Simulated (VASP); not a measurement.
Input of a VASP 6.6.1 run:

INCAR

```
SYSTEM = Si2W
PREC = Accurate ; ENCUT = 520
EDIFF = 1E-7 ; ISMEAR = -1
SIGMA = 0.05 ; LREAL = .FALSE.
LASPH = .TRUE. ; NELM = 60
ALGO = Normal ; ISIF = 2
LWAVE = .FALSE. ; LCHARG = .TRUE.
GGA = PE ; LELF = .TRUE.
LVHAR = .TRUE. ; NBANDS = 43
```

Contents of KPOINTS:

```
Automatic mesh
0
G
  7 7 4
  0 0 0
```

POSCAR

```
Si2W
1.0
    4.6168523821      0.0000000000      0.0000000000
   -2.3084261911      3.9983114484      0.0000000000
    0.0000000000      0.0000000000      6.6532220000
W Si
3 6
Direct
    0.5000000000      0.0000000000      0.5000000000
    0.5000000000      0.5000000000      0.8333333333
    0.0000000000      0.5000000000      0.1666666667
    0.3272520000      0.1636260000      0.1666666667
    0.8363740000      0.1636260000      0.8333333333
    0.1636260000      0.3272520000      0.5000000000
    0.6727480000      0.8363740000      0.1666666667
    0.1636260000      0.8363740000      0.8333333333
    0.8363740000      0.6727480000      0.5000000000
```

Potentials or basis: VASP PAW PBE potentials, release 64 (W_sv, Si).

The run is started by

```console
$ cat potpaw_PBE.64/W_sv/POTCAR potpaw_PBE.64/Si/POTCAR > POTCAR
$ mpirun -np 1 vasp_std > vasp.out
```

Estimate the band gap on the k mesh.

0.22 eV, indirect (least direct gap 0.68 eV).

Estimate the pressure.

-0.4 GPa.

Stress tensor (GPa, compression positive):
```
-0.33  0.00  0.00
 0.00 -0.33  0.00
 0.00  0.00 -0.58
```

Caveat: spin-orbit coupling is left out, which moves the levels of the heavy elements; an odd mesh through Γ misses points on the zone boundary, where band edges often lie. As with any semilocal functional, this PBE gap is likely too small.
